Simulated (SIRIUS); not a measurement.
A run of SIRIUS 7.12.0 is set up as follows.

Contents of sirius.json:

```json
{
  "control": {
    "processing_unit": "cpu",
    "verbosity": 2,
    "num_bands_to_print": 15,
    "print_forces": true,
    "print_stress": true
  },
  "parameters": {
    "electronic_structure_method": "pseudopotential",
    "xc_functionals": ["XC_GGA_X_PBE", "XC_GGA_C_PBE"],
    "gk_cutoff": 9.2,
    "pw_cutoff": 18.4,
    "ngridk": [11, 11, 11],
    "shiftk": [0, 0, 0],
    "smearing": "fermi_dirac",
    "smearing_width": 0.0018374661,
    "num_bands": 15,
    "num_mag_dims": 0,
    "num_dft_iter": 100,
    "energy_tol": 1e-08,
    "density_tol": 1e-06
  },
  "iterative_solver": {
    "type": "davidson",
    "min_tolerance": 1e-10
  },
  "mixer": {
    "type": "anderson",
    "beta": 0.7,
    "max_history": 8
  },
  "settings": {
    "tol_ne": 1e-10,
    "pseudo_grid_cutoff": 6.5
  },
  "unit_cell": {
    "lattice_vectors": [
      [0.0, 4.092615477534, 4.092615477534],
      [4.092615477534, 0.0, 4.092615477534],
      [4.092615477534, 4.092615477534, 0.0]
    ],
    "atom_coordinate_units": "lattice",
    "atom_types": ["Ti", "C"],
    "atom_files": {
      "C": "C.json",
      "Ti": "Ti.json"
    },
    "atoms": {
      "Ti": [
        [0.0, 0.0, 0.0]
      ],
      "C": [
        [0.5, 0.5, 0.5]
      ]
    }
  }
}
```

Potentials or basis: PseudoDojo 0.4.1 PBE standard (scalar relativistic).

Run with:

```console
$ upf_to_json C.upf
$ upf_to_json Ti.upf
$ OMP_NUM_THREADS=1 sirius.scf --input=sirius.json --output=out.json --task=0
```

Problem. What does it give for the pressure?

Solution. 0.3 GPa.

Problem. What does it give for the band gap on the k mesh?

Solution. None (metal or under the smearing width).
